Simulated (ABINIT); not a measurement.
Crystal: LiCl.

```xyz
2
Lattice="0.0000 2.5648 2.5648 2.5648 0.0000 2.5648 2.5648 2.5648 0.0000" Properties=species:S:1:pos:R:3 pbc="T T T"
Cl    2.5648    2.5648    2.5648
Li    0.0000    0.0000    0.0000
```

Base run:

| Property | Result |
| --- | --- |
| Program | ABINIT 10.8.3 (patched build) |
| Functional | WC |
| Potentials or basis | JTH PAW PBE v2.0 |
| Cutoff | 680 eV |
| k mesh | 9 × 9 × 9 |
| Occupations | fermi-dirac, width 0.05 eV |
| Spin | no spin polarisation |

Its results: band gap on the k mesh 6.12 eV, direct; pressure -1.2 GPa.

Question: The run is repeated on the same cell with these changes: functional from WC to PW91. What comes out?

Answer: Band gap on the k mesh 6.31 eV, direct; pressure 0.3 GPa.

PW91 binds less tightly than WC, so the same cell stands under more pressure.

Caveats: the PAW data sets were made with another functional, which shifts forces and pressure a little.
